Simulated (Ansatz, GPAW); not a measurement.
# Geometry or basis: what sets the conductance of ethane-1,2-dithiol between two Al chains, part 3 of 4

Wanted: T(E) of ethane-1,2-dithiol between two Al chains at a relaxed geometry in two programs, beside the unrelaxed structure.

GPAW 26.7.0 and Ansatz 0.2.0; Ansatz plane waves; relaxation of the junction with the lead ends held; PAW set soft_1 (the session's first sound run).

So far, transmission at the Fermi level (one spin): step 3 (plane-wave reference (PBE)) 0.00330. Also open channels of the lead at the Fermi level (one spin): step 3 2.

### Step 4. Double-zeta polarised basis

Localised orbitals split the wire into layers that couple to their neighbours alone, which is what the Green's function method needs; double zeta with polarisation is the usual level for numbers.

This step: GPAW LCAO, PAW setups; Landauer transmission from Green's functions with principal layers (ASE), zero bias (GPAW 26.7.0).

run.py

```python
import json
import numpy as np
from ase import Atoms
from ase.transport.calculators import TransportCalculator
from gpaw import GPAW, FermiDirac
from gpaw.lcao.tools import get_lcao_hamiltonian
from scipy.linalg import eigh

# The junction with lead layers at both ends, along the third cell vector
device = Atoms(
    ['Al', 'Al', 'Al', 'Al', 'Al', 'Al', 'Al', 'S', 'H', 'H', 'C', 'C', 'H', 'H', 'S', 'Al', 'Al', 'Al', 'Al', 'Al', 'Al', 'Al'],
    positions=[
        [4.67945, 4.50000, 1.20000],
        [4.67945, 4.50000, 3.60000],
        [4.67945, 4.50000, 6.00000],
        [4.67945, 4.50000, 8.40000],
        [4.67945, 4.50000, 10.80000],
        [4.53376, 3.02901, 12.88260],
        [4.58457, 4.28898, 15.16232],
        [4.28860, 3.36759, 17.16847],
        [6.08422, 3.99014, 19.44140],
        [4.82440, 5.62294, 17.99687],
        [4.32410, 4.74086, 18.41685],
        [5.04605, 4.25904, 19.67183],
        [4.54573, 3.37673, 20.09150],
        [3.28572, 5.00926, 18.64675],
        [5.08299, 5.63163, 20.92012],
        [4.77872, 4.71239, 22.92598],
        [4.83070, 5.96917, 25.20722],
        [4.67945, 4.50000, 27.29057],
        [4.67945, 4.50000, 29.69057],
        [4.67945, 4.50000, 32.09057],
        [4.67945, 4.50000, 34.49057],
        [4.67945, 4.50000, 36.89057]],
    cell=[[9.3589, 0.0, 0.0], [0.0, 9.0, 0.0], [0.0, 0.0, 38.09057]],
    pbc=True)

# One principal layer of the lead: the first 4 atoms of the device
lead = Atoms(
    ['Al', 'Al', 'Al', 'Al'],
    positions=[
        [4.67945, 4.50000, 1.20000],
        [4.67945, 4.50000, 3.60000],
        [4.67945, 4.50000, 6.00000],
        [4.67945, 4.50000, 8.40000]],
    cell=[[9.3589, 0.0, 0.0], [0.0, 9.0, 0.0], [0.0, 0.0, 9.6]],
    pbc=True)

settings = dict(mode='lcao', basis='dzp', xc='PBE', h=0.2,
                occupations=FermiDirac(0.1), maxiter=250,
                mixer=dict(beta=0.1, nmaxold=8, weight=100.0),
                convergence=dict(density=0.0001))
energies = np.arange(-2, 2 + 1e-9, 0.025)
eta = 0.0001
n1, n2 = 1, 1
# k and -k transmit alike, so half of the mesh across the current serves
mesh = [(i, j) for i in range(n1) for j in range(n2) if (i, j) <= (-i % n1, -j % n2)]
weights = np.array([1 if (i, j) == (-i % n1, -j % n2) else 2 for i, j in mesh]) / (n1 * n2)

# [... helper functions left out ...]
fermi_lead = ground_state(lead, (1, 1, 12), 'lead.txt')
fermi_device = ground_state(device, (1, 1, 2), 'device.txt')
# [... loop over the mesh left out, but for ...]
        # Shift the lead onto the potential of the device's first layer
        shift = ((H[:, 0, 0] - H0[:, 0, 0]) / S0[0, 0]).real.mean()
# [...]
kT = 8.617333e-5 * 300
bias = [0.1, 0.2, 0.5, 1.0, 1.5, 2.0]
# [... integrals and printing left out ...]
```

Started as:

```bash
$ OMP_NUM_THREADS=1 OPENBLAS_NUM_THREADS=1 python run.py
```

Output:

```text
basis functions: device 254, principal layer 52
Fermi level: lead -3.1673 eV, device -2.9488 eV; lead shifted by 0.0173 eV
largest coupling past the next layer 1.13e-15 eV, largest misfit of the first layer 0.054 eV
  E-E_F (eV)   T (one spin)  channels
    -2.000    5.7761e-03    1.0000
    -1.975    7.2708e-03    1.0000
    -1.950    8.7916e-03    1.0000
    -1.925    1.0378e-02    1.0000
    -1.900    1.2069e-02    1.0000
    -1.875    1.3901e-02    1.0000
    -1.850    1.5909e-02    1.0000
    -1.825    1.8124e-02    1.0000
    -1.800    2.0571e-02    1.0000
    -1.775    2.3258e-02    1.0000
    -1.750    2.6161e-02    1.0000
    -1.725    2.9205e-02    1.0000
    -1.700    3.2230e-02    1.0000
    -1.675    3.4949e-02    1.0000
    -1.650    3.6926e-02    1.0000
    -1.625    3.7586e-02    1.0000
[...]
1.825    4.0635e-02    3.0000
     1.850    4.3916e-02    3.0000
     1.875    4.7592e-02    3.0000
     1.900    5.1696e-02    3.0000
     1.925    5.6266e-02    3.0000
     1.950    6.1343e-02    3.0000
     1.975    6.6972e-02    3.0000
     2.000    7.3203e-02    3.0000
conductance at 300 K: 0.0022376 G0 a cell; thermopower -25.99 uV/K
current from the zero-bias T(E) at 0.1 V: 0.017311 uA
current from the zero-bias T(E) at 0.2 V: 0.034485 uA
current from the zero-bias T(E) at 0.5 V: 0.085191 uA
current from the zero-bias T(E) at 1.0 V: 0.18276 uA
current from the zero-bias T(E) at 1.5 V: 0.34862 uA
current from the zero-bias T(E) at 2.0 V: 0.64501 uA
```

Run time: 2 min. Hardware: 1 thread of Intel Xeon Platinum 8488C (Sapphire Rapids), shared host; peak memory 1.3 GiB.

This step gave:

```yaml
conductance: 0.002238 G₀
thermopower: -25.99 μV/K
largest_coupling_past_the_next_principal_layer: 1.13e-15 eV
largest_misfit_of_the_first_principal_layer: 0.05434 eV
shift_that_aligns_the_lead: 0.01729 eV
basis_functions_of_the_junction: 254
basis_functions_of_a_principal_layer: 52
transmission_at_the_fermi_level_one_spin: 0.002249
```

One spin. Table of transmission, zone mean by energy, zero at the Fermi level:

```
energy (eV)  transmission, zone mean
     -2.000                  0.00578
     -1.900                   0.0121
     -1.800                   0.0206
     -1.700                   0.0322
     -1.625                   0.0376
     -1.600                   0.0363
     -1.500                   0.0137
     -1.400                   7.6e-4
     -1.300                   2.8e-6
     -1.200                  6.8e-12
     -1.100                  3.0e-12
     -1.000                  2.5e-12
     -0.900                  3.8e-12
     -0.800                  1.8e-11
     -0.700                   1.8e-6
     -0.600                        0
     -0.500                        0
     -0.400                  2.1e-11
     -0.300                   3.1e-4
     -0.200                   7.5e-4
     -0.100                  0.00142
      0.000                  0.00225
      0.100                  0.00299
      0.200                  0.00357
      0.300                  0.00416
      0.400                  0.00499
      0.500                  0.00623
      0.600                  0.00791
      0.700                   0.0100
      0.800                   0.0126
      0.900                   0.0156
      1.000                   0.0205
      1.100                   0.0225
      1.200                   0.0235
      1.300                   0.0236
      1.400                   0.0231
      1.500                   0.0230
      1.600                   0.0247
      1.700                   0.0292
      1.800                   0.0377
      1.900                   0.0517
      2.000                   0.0732
```

Crossings of the lead's bands, unfolded to its shortest repeat. The open channels, zone mean by energy, zero at the Fermi level:

```
energy (eV)  open channels, zone mean
     -2.000                         1
     -1.800                         1
     -1.600                         1
     -1.400                         1
     -1.200                         0
     -1.000                         0
     -0.800                         0
     -0.600                         0
     -0.400                         0
     -0.200                         2
      0.000                         2
      0.200                         2
      0.400                         2
      0.600                         2
      0.800                         2
      1.000                         3
      1.200                         3
      1.400                         3
      1.600                         3
      1.800                         3
      2.000                         3
```

Not self-consistent under bias; the bias window is split evenly. Current through one cell, from the zero-bias transmission against bias:

```
bias (V)  current through one cell, from the zero-bias transmission (μA)
   0.100                                                          0.0173
   0.200                                                          0.0345
   0.500                                                          0.0852
   1.000                                                           0.183
   1.500                                                           0.349
   2.000                                                           0.645
```

The transmission of the three most open eigenchannels by energy, zero at the Fermi level:

```
energy (eV)  channel 1  channel 2  channel 3
     -2.000    0.00578          0          0
     -1.800     0.0206          0          0
     -1.600     0.0363          0          0
     -1.400     7.6e-4          0          0
     -1.200    6.8e-12          0          0
     -1.000    2.5e-12          0          0
     -0.800    1.8e-11          0          0
     -0.600          0          0          0
     -0.400    2.0e-11          0          0
     -0.200     7.3e-4     1.3e-5    2.4e-12
      0.000    0.00223     1.7e-5    3.1e-12
      0.200    0.00357     2.8e-6    2.3e-11
      0.400    0.00470     2.9e-4          0
      0.600    0.00593    0.00198          0
      0.800    0.00636    0.00620    1.0e-12
      1.000     0.0149    0.00558     4.7e-5
      1.200     0.0181    0.00527     1.7e-4
      1.400     0.0182    0.00468     2.2e-4
      1.600     0.0204    0.00417     1.1e-4
      1.800     0.0330    0.00468     1.0e-5
      2.000     0.0669    0.00633     7.5e-7
```

At the Fermi level T is 0.00225 against 0.00330 in plane waves. Couplings past the next layer reach 1.1e-15 eV, small enough to drop; the matrix elements of the cell's first layer differ from the bulk lead's by up to 0.054 eV. That layer keeps its own values in the calculation, and only beyond it is the lead taken as perfect. The Fermi levels of lead and junction count from different zeros of potential, one for each periodic cell; with both set to zero, the small remaining shift is what aligns them. By hand: G = 0.002238 × 77.48 μS = 0.173 μS, a resistance of 5768 kΩ; at 0.1 V a linear junction would pass 0.0173 μA, and the integral over the bias window gives 0.0173 μA. Mott's formula, S = -(π²/3)(k_B²T/e) d ln T/dE, has the prefactor 7.33 μV/K·eV at 300 K; T = 0.002040 at -0.025 eV and 0.002452 at 0.025 eV give a slope of 3.68 per eV and S = -27.0 μV/K, beside -26.0 μV/K from the thermal integral, which interpolates the same grid.

### Step 5. GPAW, szp: basis = "szp(dzp)"

The second zeta is dropped, the polarisation orbitals stay.

run.py, as its differences from that of step 4:

```diff
@@ -48,3 +48,3 @@
 
-settings = dict(mode='lcao', basis='dzp', xc='PBE', h=0.2,
+settings = dict(mode='lcao', basis='szp(dzp)', xc='PBE', h=0.2,
                 occupations=FermiDirac(0.1), maxiter=250,
```

Output:

```text
basis functions: device 178, principal layer 36
Fermi level: lead -3.6278 eV, device -3.3198 eV; lead shifted by 0.0230 eV
largest coupling past the next layer 1.42e-15 eV, largest misfit of the first layer 0.065 eV
  E-E_F (eV)   T (one spin)  channels
    -2.000    3.8157e-03    1.0000
    -1.975    5.1603e-03    1.0000
    -1.950    6.5614e-03    1.0000
[...]
1.975    1.4555e-01    3.0000
     2.000    1.5960e-01    3.0000
conductance at 300 K: 0.0029348 G0 a cell; thermopower -27.21 uV/K
current from the zero-bias T(E) at 0.1 V: 0.022687 uA
current from the zero-bias T(E) at 0.2 V: 0.045101 uA
current from the zero-bias T(E) at 0.5 V: 0.11062 uA
current from the zero-bias T(E) at 1.0 V: 0.23793 uA
current from the zero-bias T(E) at 1.5 V: 0.4772 uA
current from the zero-bias T(E) at 2.0 V: 0.99758 uA
```

Run time: 1.7 min. Hardware: 1 thread; peak memory 1.3 GiB.

Numbers from this step:

```
conductance                                    : 0.002935 G₀
thermopower                                    : -27.21 μV/K
largest coupling past the next principal layer : 1.42e-15 eV
largest misfit of the first principal layer    : 0.06481 eV
shift that aligns the lead                     : 0.02299 eV
basis functions of the junction                : 178
basis functions of a principal layer           : 36
transmission at the Fermi level (one spin)     : 0.002958
```

One spin. Table of transmission, zone mean by energy, zero at the Fermi level:

```
energy (eV)  transmission, zone mean
     -2.000                  0.00382
     -1.900                  0.00962
     -1.800                   0.0170
     -1.700                   0.0225
     -1.600                   0.0142
     -1.500                  0.00202
     -1.400                   1.0e-5
     -1.300                  4.2e-12
     -1.200                  2.2e-12
     -1.100                  1.9e-12
     -1.000                  2.5e-12
     -0.900                  6.5e-12
     -0.800                  1.1e-10
     -0.700                  5.5e-10
     -0.600                        0
     -0.500                        0
     -0.400                  1.4e-12
     -0.300                   4.0e-4
     -0.200                   9.2e-4
     -0.100                  0.00179
      0.000                  0.00296
      0.100                  0.00395
      0.200                  0.00464
      0.300                  0.00537
      0.400                  0.00653
      0.500                  0.00835
      0.600                   0.0109
      0.700                   0.0147
      0.800                   0.0233
      0.900                   0.0290
      1.000                   0.0334
      1.100                   0.0373
      1.200                   0.0404
      1.300                   0.0423
      1.400                   0.0435
      1.500                   0.0454
      1.600                   0.0503
      1.700                   0.0607
      1.800                   0.0797
      1.900                    0.111
      2.000                    0.160
```

The conductance, 0.00293 G₀, lies 31 % above that of the dzp run.

### Step 6. Minimal basis

The minimal basis is the cheapest rung: no second zeta and no polarisation.

run.py, as its differences from that of step 5:

```diff
@@ -48,3 +48,3 @@
 
-settings = dict(mode='lcao', basis='szp(dzp)', xc='PBE', h=0.2,
+settings = dict(mode='lcao', basis='sz(dzp)', xc='PBE', h=0.2,
                 occupations=FermiDirac(0.1), maxiter=250,
```

Output:

```text
basis functions: device 76, principal layer 16
Fermi level: lead -3.8771 eV, device -3.5180 eV; lead shifted by 0.0302 eV
largest coupling past the next layer 1.13e-15 eV, largest misfit of the first layer 0.083 eV
  E-E_F (eV)   T (one spin)  channels
    -2.000    8.6002e-03    1.0000
    -1.975    1.1390e-02    1.0000
    -1.950    1.4799e-02    1.0000
[...]
1.975    6.0084e-02    3.0000
     2.000    6.4470e-02    3.0000
conductance at 300 K: 0.0035481 G0 a cell; thermopower -28.08 uV/K
current from the zero-bias T(E) at 0.1 V: 0.027463 uA
current from the zero-bias T(E) at 0.2 V: 0.054781 uA
current from the zero-bias T(E) at 0.5 V: 0.13593 uA
current from the zero-bias T(E) at 1.0 V: 0.28334 uA
current from the zero-bias T(E) at 1.5 V: 0.51432 uA
current from the zero-bias T(E) at 2.0 V: 0.88755 uA
```

Run time: 67 s. Hardware: 1 thread; peak memory 1.2 GiB.

This step gave:

```yaml
conductance: 0.003548 G₀
thermopower: -28.08 μV/K
largest_coupling_past_the_next_principal_layer: 1.13e-15 eV
largest_misfit_of_the_first_principal_layer: 0.08288 eV
shift_that_aligns_the_lead: 0.03016 eV
basis_functions_of_the_junction: 76
basis_functions_of_a_principal_layer: 16
transmission_at_the_fermi_level_one_spin: 0.003562
```

The conductance, 0.00355 G₀, lies 59 % above that of the dzp run.

### Step 7. RPBE in the dzp basis: xc = "RPBE"

Back in the dzp basis, the functional changes from PBE to RPBE, to set the spread between functionals beside that between bases.

run.py, as its differences from that of step 6:

```diff
@@ -48,3 +48,3 @@
 
-settings = dict(mode='lcao', basis='sz(dzp)', xc='PBE', h=0.2,
+settings = dict(mode='lcao', basis='dzp', xc='RPBE', h=0.2,
                 occupations=FermiDirac(0.1), maxiter=250,
```

Output:

```text
basis functions: device 254, principal layer 52
Fermi level: lead -3.1120 eV, device -2.8912 eV; lead shifted by 0.0151 eV
largest coupling past the next layer 1.26e-15 eV, largest misfit of the first layer 0.054 eV
  E-E_F (eV)   T (one spin)  channels
    -2.000    6.9356e-03    1.0000
    -1.975    8.3717e-03    1.0000
    -1.950    9.8425e-03    1.0000
[...]
1.975    5.6246e-02    3.0000
     2.000    6.1465e-02    3.0000
conductance at 300 K: 0.001995 G0 a cell; thermopower -26 uV/K
current from the zero-bias T(E) at 0.1 V: 0.01544 uA
current from the zero-bias T(E) at 0.2 V: 0.030791 uA
current from the zero-bias T(E) at 0.5 V: 0.076519 uA
current from the zero-bias T(E) at 1.0 V: 0.16635 uA
current from the zero-bias T(E) at 1.5 V: 0.32026 uA
current from the zero-bias T(E) at 2.0 V: 0.58224 uA
```

Elapsed: 2.2 min, on 1 thread; peak memory 1.3 GiB.

This step gave:

```
conductance                                    : 0.001995 G₀
thermopower                                    : -26.00 μV/K
largest coupling past the next principal layer : 1.26e-15 eV
largest misfit of the first principal layer    : 0.05430 eV
shift that aligns the lead                     : 0.01508 eV
basis functions of the junction                : 254
basis functions of a principal layer           : 52
transmission at the Fermi level (one spin)     : 0.002003
```

One spin. Transmission, zone mean against energy, zero at the Fermi level:

```
energy (eV)  transmission, zone mean
     -2.000                  0.00694
     -1.900                   0.0130
     -1.800                   0.0214
     -1.700                   0.0331
     -1.625                   0.0386
     -1.600                   0.0375
     -1.500                   0.0148
     -1.400                   9.1e-4
     -1.300                   5.8e-7
     -1.200                  4.6e-12
     -1.100                  2.2e-12
     -1.000                  1.9e-12
     -0.900                  2.8e-12
     -0.800                  1.2e-11
     -0.700                   1.8e-6
     -0.600                        0
     -0.500                        0
     -0.400                  2.2e-11
     -0.300                   2.9e-4
     -0.200                   6.8e-4
     -0.100                  0.00127
      0.000                  0.00200
      0.100                  0.00268
      0.200                  0.00323
      0.300                  0.00380
      0.400                  0.00461
      0.500                  0.00578
      0.600                  0.00737
      0.700                  0.00930
      0.800                   0.0115
      0.900                   0.0140
      1.000                   0.0168
      1.100                   0.0205
      1.200                   0.0215
      1.300                   0.0215
      1.400                   0.0208
      1.500                   0.0204
      1.600                   0.0215
      1.700                   0.0250
      1.800                   0.0319
      1.900                   0.0435
      2.000                   0.0615
```

The conductance, 0.00199 G₀, lies 11 % below that of the dzp run.

(Part 3 of 4 ends here.)

[Logs are printed without paths, hosts, clocks, repeated set-up lines and the standing remarks that a program may print on its own settings, such as how far it seeks lower states.]

[Hosts, paths, dates, database ids (printed as entryN), source tags and the programs' standing remarks are cut or masked in the printed files.]
